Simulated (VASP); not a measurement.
Wanted: the native input for a VASP 6.6.1 run.

* Task: relaxation of cell and atoms
* Functional: r2SCAN
* Potentials or basis: VASP PAW PBE potentials, release 64 (K_sv, Br)
* Cutoff: 600 eV
* k mesh: 6 × 6 × 6
* Occupations: fermi-dirac, width 0.02 eV
* Spin: no spin polarisation
* Dipole correction: no
* Further INCAR settings: ALGO = Normal; EDIFF = 1e-06; IBRION = 2; EDIFFG = -0.005; NSW = 80; ISIF = 3

Crystal: KBr.

```xyz
2
Lattice="0.0000 3.3523 3.3523 3.3523 0.0000 3.3523 3.3523 3.3523 0.0000" Properties=species:S:1:pos:R:3 pbc="T T T"
K     0.0000    0.0000    0.0000
Br    3.3523    3.3523    3.3523
```

The cell was built by a generator and needn't be a form met in nature.

The input as run:

POSCAR

```
KBr
1.0
    0.0000000000      3.3523161578      3.3523161578
    3.3523161578      0.0000000000      3.3523161578
    3.3523161578      3.3523161578      0.0000000000
K Br
1 1
Direct
    0.0000000000      0.0000000000      0.0000000000
    0.5000000000      0.5000000000      0.5000000000
```

INCAR.step1

```
PREC     = Accurate       # precision mode
ENCUT    = 600            # plane-wave cutoff, eV
ISMEAR   = -1             # smearing method
SIGMA    = 0.02           # smearing width, eV
LREAL    = F              # projectors in reciprocal space
LASPH    = T              # aspherical terms in the spheres
NELM     = 60             # most SCF steps
GGA      = PE             # functional
ALGO     = Normal         # electronic algorithm
EDIFF    = 1E-4           # SCF threshold, eV
LWAVE    = T              # write WAVECAR
LCHARG   = F              # write CHGCAR
```

INCAR.step2

```
PREC     = Accurate       # precision mode
ENCUT    = 600            # plane-wave cutoff, eV
EDIFF    = 1E-6           # SCF threshold, eV
ISMEAR   = -1             # smearing method
SIGMA    = 0.02           # smearing width, eV
LREAL    = F              # projectors in reciprocal space
LASPH    = T              # aspherical terms in the spheres
NELM     = 60             # most SCF steps
ALGO     = Normal         # electronic algorithm
ISIF     = 3              # what is computed and relaxed
LWAVE    = F              # write WAVECAR
LCHARG   = F              # write CHGCAR
METAGGA  = R2SCAN         # meta-GGA
LMIXTAU  = T            
IBRION   = 2              # ionic algorithm
NSW      = 80             # ionic steps
EDIFFG   = -0.005         # ionic threshold
ISTART   = 1
```

KPOINTS

```
regular mesh
0
Gamma
  6 6 6
```

Potentials or basis: VASP PAW PBE potentials, release 64 (K_sv, Br).

Run with:

```bash
$ cat potpaw_PBE.64/K_sv/POTCAR potpaw_PBE.64/Br/POTCAR > POTCAR
$ cp INCAR.step1 INCAR
$ mpirun -np 1 vasp_std > vasp.out
$ cp INCAR.step2 INCAR
$ mpirun -np 1 vasp_std > vasp.out
```

Results of the run:

| Item | Value |
| --- | --- |
| Relaxed volume | 36.10 Å³/atom |
| Relaxed cell | a = 4.674 Å, b = 4.674 Å, c = 4.674 Å, α = 60.00°, β = 60.00°, γ = 60.00° |
| Space group after relaxing (to 0.05 Å) | Fm-3m (No. 225) |
| Energy gained by relaxing | 3.1 meV/atom |
| Ionic steps | 4 |
| Pressure after relaxing | 0.0 GPa |
| Band gap on the k mesh | 5.07 eV, direct |

Caveat: the PAW data sets were made with another functional, which shifts forces and pressure a little.

Run time: 3.6 min on 1 thread of Intel(R) Xeon(R) Platinum 8375C CPU @ 2.90GHz (Ice Lake), on a shared host, peak memory 0.27 GiB.
